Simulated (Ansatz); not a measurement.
**WS2 under changes of volume**

One of the cells (41.603 Å³/atom); the others are scaled copies at fixed shape and fractional positions:

```
W S
1.0
     3.40622    0.00000    0.00000
     0.00000    3.40622    0.00000
     0.00000    0.00000   10.75728
W S
1 2
Direct
  0.50000 0.50000 0.50000
  0.50000 0.50000 0.91552
  0.50000 0.50000 0.08448
```

The cell was built by a generator and needn't be a form met in nature.

* Program: Ansatz 0.2.0
* Functional: PBE
* Potentials or basis: all-electron LAPW, scalar-relativistic
* Cutoff: 413 eV (chosen from the basis error)
* Basis error allowed: 0.001 eV/atom
* k mesh: 8 × 8 × 3
* Occupations: fermi-dirac, width 0.05 eV
* Spin: no spin polarisation

```tsv
volume (Å³/atom)	energy over the lowest point (meV/atom)	pressure (GPa)	largest force (eV/Å)
39.107	0.00	-4.9	4.889
39.939	26.90	-5.3	4.257
40.771	55.58	-5.6	3.668
41.603	85.79	-5.9	3.121
42.435	?	?	?
43.267	149.84	-6.3	2.136
44.099	183.31	-6.4	1.692
```

Task: What does the run at 42.435 Å³/atom give?

Result: Energy over the lowest point 117.27 meV/atom; pressure -6.1 GPa; largest force 2.611 eV/Å.

Worked out: A Birch-Murnaghan fit of order 3 (a polynomial in V^(-2/3)) to the other rows has no minimum within the range. It gives 117.27 meV/atom at 42.435 Å³/atom, against the run's 117.27, and -dE/dV = -6.2 GPa, against -6.1.

Energies are extrapolated to zero smearing.

Caveats: this functional lacks dispersion, which binds the layers, so the pressure and a relaxed spacing across them are unreliable; forces of over 1 eV/Å show positions far from the minimum, so gaps and moduli don't describe the material at rest.

The runs don't all hold the same shells in valence.
